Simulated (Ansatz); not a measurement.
Take a crystal in which Mo has been replaced by Nb on all its sites, with the cell rescaled by a rough guess (in some cases also distorted within its space group) and nothing relaxed:

```yaml
crystal:
  lattice:
    - [0.00000, 2.01027, 2.01027]
    - [2.01027, 0.00000, 2.01027]
    - [2.01027, 2.01027, 0.00000]
  atoms:
    - { symbol: Nb, position: [0.00000, 0.00000, 0.00000] }
```

Level of theory: Ansatz 0.2.0, DFT PBEsol, scalar-relativistic, plane waves, PAW.

Settings: cutoff 420 eV, Γ-centred mesh 18×18×18 on the computed 1-atom cell, Gaussian smearing of 0.10 eV; no spin polarisation.

(1) Will this cell want to expand or contract, and how hard?

(2) Is it a metal on this mesh?

Results:

(1) The pressure is 23.3 GPa (positive in compression), so the cell would expand.

(2) Yes, a band crosses the Fermi level.

This fcc form isn't the element's structure at ambient conditions.